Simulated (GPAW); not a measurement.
The system is CdO2.

```xyz
3
Lattice="3.4762 0.0000 0.0000 -1.7381 3.0105 0.0000 0.0000 0.0000 4.1481" Properties=species:S:1:pos:R:3 pbc="T T T"
Cd    0.0000    0.0000    0.0000
O     0.0000    2.0070    1.0130
O     1.7381    1.0035    3.1350
```

The cell comes from a database or a generator and needn't be the stable form of this composition.

* Program: GPAW 26.7.0
* Task: relaxation of cell and atoms
* Functional: PBEsol
* Dispersion: D3(BJ)+ATM
* Potentials or basis: PAW data sets generated in the run's folder for this functional
* Cutoff: 800 eV
* Basis: pw
* k mesh: 7 × 7 × 5
* Occupations: fermi-dirac, width 0.05 eV
* Spin: no spin polarisation

At the start: pressure -12.5 GPa; volume 14.47 Å³/atom.

Where does the relaxation end?

Over 13 steps the energy falls by 142.8 meV/atom and the volume is 11.39 Å³/atom (-21.3 %); space group P-3m1 (No. 164, to 0.05 Å).

Step by step:
```tsv
step	energy change (eV)	largest force (eV/Å)	pressure (GPa)	volume (Å³)
1	0.0000	0.3469	-12.53	43.41
2	-0.0550	0.2515	-11.35	42.71
3	-0.2139	0.6188	2.01	37.80
4	-0.2287	0.4120	-1.53	38.64
5	-0.2371	0.3876	-1.91	38.59
6	-0.3710	0.3420	-5.60	36.06
7	-0.3897	0.2634	-3.50	35.41
8	-0.4035	0.0410	0.70	34.43
9	-0.4054	0.1061	0.69	34.28
10	-0.4115	0.1442	0.31	34.26
11	-0.4263	0.1256	-0.45	34.18
12	-0.4281	0.0476	-0.25	34.17
13	-0.4283	0.0035	-0.02	34.16
```

Final structure:
```xyz
3
Lattice="3.3361 0.0000 0.0000 -1.6681 2.8892 0.0000 0.0000 0.0000 3.5440" Properties=species:S:1:pos:R:3 pbc="T T T"
Cd    0.0000    0.0000    0.0000
O     0.0000    1.9261    1.0084
O     1.6681    0.9631    2.5355
```

Caveat: later steps reuse the first step's grids; the volume moved by over 15 % at a fixed basis, so the end points are rough; pairwise dispersion overbinds metals, which lowers pressure and volume.
